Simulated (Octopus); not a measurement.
# MgB2 (P6/mmm) in Octopus: notebook

One crystal, MgB2, is run at these levels: PBE, LDA, r2SCAN, SCAN, TPSS; tasks: single point.

Program: Octopus 16.4. These are calculated values, not measurements. Logs are shortened: lines on timing, memory, paths and dates and some standing lists are left out, and cuts for length are marked.

## (1) Starting point

The structure is hexagonal, space group P6/mmm (No. 191). Conventional cell: a = 3.085 Å, b = 3.085 Å, c = 3.523 Å, α = 90.00°, β = 90.00°, γ = 120.00°. Mg (site symmetry 6/mmm) is surrounded by 12 B at 2.51 Å. Around B (site symmetry -6m2) lie 3 B at 1.78 Å.

## (2) Single point, PBE, 9.68 Å³/atom

The input, inp:

```
CalculationMode = gs
UnitsOutput = eV_Angstrom
PeriodicDimensions = 3
ExperimentalFeatures = yes
PseudopotentialSet = sg15
%LatticeParameters
 1*angstrom | 1*angstrom | 1*angstrom
%
%LatticeVectors
 3.085 | 0 | 0
 -1.5425 | 2.6716883707 | 0
 0 | 0 | 3.523
%
%ReducedCoordinates
 "Mg" | 0 | 0 | 0
 "B" | 0.6666666667 | 0.3333333333 | 0.5
 "B" | 0.3333333333 | 0.6666666667 | 0.5
%
%Spacing
 0.14022727*angstrom | 0.14022727*angstrom | 0.14092000*angstrom
%
DerivativesOrder = 8
%KPointsGrid
 7 | 7 | 6
%
KPointsUseSymmetries = yes
XCFunctional = gga_x_pbe + gga_c_pbe
SmearingFunction = fermi_dirac
Smearing = 0.05*eV
ExtraStates = 7
Eigensolver = rmmdiis
ConvRelDens = 1e-6
MaximumIter = 120
SCFCalculateStress = yes
```

Potentials or basis: sg15 (PBE).

Launch:

```sh
$ OMP_NUM_THREADS=1 octopus > out.log
```

out.log:

```text
Running octopus

[... 13 lines left out ...]

Input: [AllElectronType = no]
Input: [PseudopotentialSet = sg15]
Reading Coordinates from ReducedCoordinates block

****************************** Species *******************************
  Species 'Mg'
    type             : pseudopotential
    file             : 'Mg_ONCV_PBE-1.2.upf'
    file format      : UPF2
    valence charge   : 10.0
    atomic number    :  12
    form on file     : kleinman-bylander
    lmax             : 1
    llocal           : -1
    projectors per l : 2
    total projectors : 4
    application form : kleinman-bylander
    orbitals         :  0
    bound orbitals   :  0

  Species 'B'
    type             : pseudopotential
    file             : 'B_ONCV_PBE-1.2.upf'
    file format      : UPF2
    valence charge   : 3.0
    atomic number    :   5
    form on file     : kleinman-bylander
    lmax             : 1
    llocal           : -1
    projectors per l : 2
    total projectors : 4
    application form : kleinman-bylander
    orbitals         :  0
    bound orbitals   :  0

**********************************************************************

***************************** Symmetries *****************************
Space group No.  191
International: P6/mmm
Schoenflies: D6h^1
Info: The system has    24 symmorphic symmetries that can be used.
  Index                Rotation matrix                      Fractional translations
    1 :     1   0   0     0   1   0     0   0   1      0.000000    0.000000    0.000000
    2 :    -1   0   0     0  -1   0     0   0  -1      0.000000    0.000000    0.000000
    3 :     1   1   0    -1   0   0     0   0   1      0.000000    0.000000    0.000000
    4 :    -1  -1   0     1   0   0     0   0  -1      0.000000    0.000000    0.000000
    5 :     0   1   0    -1  -1   0     0   0   1      0.000000    0.000000    0.000000
    6 :     0  -1   0     1   1   0     0   0  -1      0.000000    0.000000    0.000000
[... 218 lines left out ...]
      1       6      -14.596960    2.000000   ( 9.1E-01)
[... 23 lines left out ...]
     15      18     1482.082951    0.000000   ( 3.1E+01)
     15       8     1485.662397    0.000000   ( 3.1E+01)
     15      10     1486.517838    0.000000   ( 3.1E+01)
     15       4     1487.480357    0.000000   ( 3.1E+01)
     15       3     1490.713764    0.000000   ( 3.1E+01)
     15      17     1494.367060    0.000000   ( 3.0E+01)
     15      26     1495.049005    0.000000   ( 3.1E+01)
     15      19     1515.145820    0.000000   ( 3.0E+01)

Density of states:

-------------------%--------------------------------------------------
-------------------%%-------------------------------------------------
-------------------%%-------------------------------------------------
-------------------%%-------------------------------------------------
-------------------%%-------------------------------------------------
-------------------%%-------------------------------------------------
------------------%%%-------------------------------------------------
------------------%%%-------------------------------------------------
%-----------------%%%-------------------------------------------------
%----------------%%%%-%%-----------%-%------------------------------%-
                    ^

Fermi energy =   416.757973 eV

**********************************************************************

*********************** SCF CYCLE ITER #    2 ************************
 etot  =  2.46637769E+03 abs_ev   =  2.17E+03 rel_ev   =  6.47E-01
 ediff =        8.09E+01 abs_dens =  2.66E+00 rel_dens =  1.66E-01
Matrix vector products: 5280
Converged eigenvectors: 0
[... 219 lines left out ...]
Fermi energy =     4.011245 eV

**********************************************************************

Info: restarting mixing.

*********************** SCF CYCLE ITER #   21 ************************
 etot  = -1.63263381E+03 abs_ev   =  1.97E-01 rel_ev   =  5.26E-04
 ediff =        1.31E-03 abs_dens =  1.22E-02 rel_dens =  7.64E-04
Matrix vector products: 5280
Converged eigenvectors: 0
[... 103 lines left out ...]
*********************** SCF CYCLE ITER #   30 ************************
 etot  = -1.63303715E+03 abs_ev   =  3.78E-04 rel_ev   =  1.01E-06
 ediff =        1.38E-05 abs_dens =  6.88E-06 rel_dens =  4.30E-07
Matrix vector products: 5280
Converged eigenvectors: 49

#  State  KPoint  Eigenvalue [eV]  Occupation    Error
      1       1      -71.078045    2.000000   ( 5.8E-08)
      1       3      -71.077984    2.000000   ( 5.6E-08)
      1       8      -71.077861    2.000000   ( 5.4E-08)
      1      19      -71.077800    2.000000   ( 1.5E-07)
      1       2      -71.077421    2.000000   ( 5.8E-08)
      1       5      -71.077360    2.000000   ( 6.8E-08)
      1      11      -71.077238    2.000000   ( 1.3E-07)
      1      22      -71.077177    2.000000   ( 2.0E-07)
[... 23 lines left out ...]
     15      12       18.811902    0.000000   ( 6.5E-03)
     15       4       18.873829    0.000000   ( 7.0E-01)
     14      31       18.968244    0.000000   ( 4.0E-02)
     15      18       18.989654    0.000000   ( 8.5E-03)
     15       2       19.060257    0.000000   ( 6.9E-03)
     15      31       19.223609    0.000000   ( 2.1E-02)
     15       1       20.419857    0.000000   ( 4.1E-02)
     15      29      315.671860    0.000000   ( 1.4E+00)

Density of states:

---------------%------------------------------------------------------
------%--------%------------------------------------------------------
------%--------%------------------------------------------------------
------%------%-%------------------------------------------------------
------%------%-%%-----------------------------------------------------
------%------%-%%-----------------------------------------------------
------%-----%%%%%-----------------------------------------------------
%-----%-----%%%%%-----------------------------------------------------
%-----%-----%%%%%-----------------------------------------------------
%-----%----%%%%%%-----------------------------------------------------
             ^

Fermi energy =     3.990818 eV

**********************************************************************

Info: SCF converged in   30 iterations

** Warning:
**   Some of the states are not fully converged!

Info: Number of matrix-vector products:     158400
Info: Finished writing information to 'restart/gs'.

Octopus emitted 34 warnings.
```

Wall time 7.5 min (1 thread of AMD EPYC 7R43 (Zen 3), shared host); peak memory 0.41 GiB.

Results:

| Property | Result |
| --- | --- |
| Free energy | -1633.0449 eV |
| Pressure | -1.6 GPa |
| Band gap on the k mesh | none (metal or under the smearing width) |

## (3) Single point, LDA, 9.68 Å³/atom

inp: that of step 2 with these lines changed.

```diff
@@ -26,3 +26,3 @@
 KPointsUseSymmetries = yes
-XCFunctional = gga_x_pbe + gga_c_pbe
+XCFunctional = lda_x + lda_c_pw_mod
 SmearingFunction = fermi_dirac
```

Potentials or basis: sg15 (PBE).

Launch:

```sh
$ OMP_NUM_THREADS=1 octopus > out.log
```

Wall time 6.7 min (1 thread of AMD EPYC 7R43 (Zen 3), shared host); peak memory 0.42 GiB.

Results (log left out):

```
Free energy            : -1628.2617 eV
Pressure               : -5.2 GPa
Band gap on the k mesh : none (metal or under the smearing width)
```

Caveat: the potentials were made for another functional, which shifts forces and pressure.

## (4) Single point, r2SCAN, 9.68 Å³/atom

inp: that of step 3 with these lines changed.

```diff
@@ -26,3 +26,4 @@
 KPointsUseSymmetries = yes
-XCFunctional = lda_x + lda_c_pw_mod
+XCFunctional = mgga_x_r2scan + mgga_c_r2scan
+FilterPotentials = filter_none
 SmearingFunction = fermi_dirac
@@ -33,2 +34 @@
 MaximumIter = 120
-SCFCalculateStress = yes
```

Launch:

```sh
$ OMP_NUM_THREADS=1 octopus > out.log
```

It took 23 min on 1 thread of AMD EPYC 7R43 (Zen 3), shared host; peak memory 0.42 GiB.

The run converged. Its results:

| Item | Value |
| --- | --- |
| Free energy | -1634.1874 eV |
| Band gap on the k mesh | none (metal or under the smearing width) |

Caveat: the potentials were made for another functional, which shifts forces and pressure.

## (5) Single point, SCAN, 9.68 Å³/atom

inp: that of step 4 with these lines changed.

```diff
@@ -26,3 +26,3 @@
 KPointsUseSymmetries = yes
-XCFunctional = mgga_x_r2scan + mgga_c_r2scan
+XCFunctional = mgga_x_scan + mgga_c_scan
 FilterPotentials = filter_none
@@ -34 +34,6 @@
 MaximumIter = 120
+%Output
+ density | cube
+ elf | cube
+ potential | cube
+%
```

Launch:

```sh
$ OMP_NUM_THREADS=1 octopus > out.log
```

It took 36 min on 1 thread of AMD EPYC 7R43 (Zen 3), shared host; peak memory 0.42 GiB.

The run converged. Its results:

| Item | Value |
| --- | --- |
| Free energy | -1633.9436 eV |
| Band gap on the k mesh | none (metal or under the smearing width) |

Caveat: the potentials were made for another functional, which shifts forces and pressure.

## (6) Single point, TPSS, 9.68 Å³/atom

inp: that of step 5 with these lines changed.

```diff
@@ -26,3 +26,3 @@
 KPointsUseSymmetries = yes
-XCFunctional = mgga_x_scan + mgga_c_scan
+XCFunctional = mgga_x_tpss + mgga_c_tpss
 FilterPotentials = filter_none
```

Potentials or basis: sg15 (PBE).

Launch:

```sh
$ OMP_NUM_THREADS=1 octopus > out.log
```

Run time: 32 min. Hardware: 1 thread of AMD EPYC 7R43 (Zen 3), shared host; peak memory 0.42 GiB.

The run converged. Its results:

| Quantity | Value |
| --- | --- |
| Free energy | -1632.5871 eV |
| Band gap on the k mesh | none (metal or under the smearing width) |

Caveat: the potentials were made for another functional, which shifts forces and pressure.
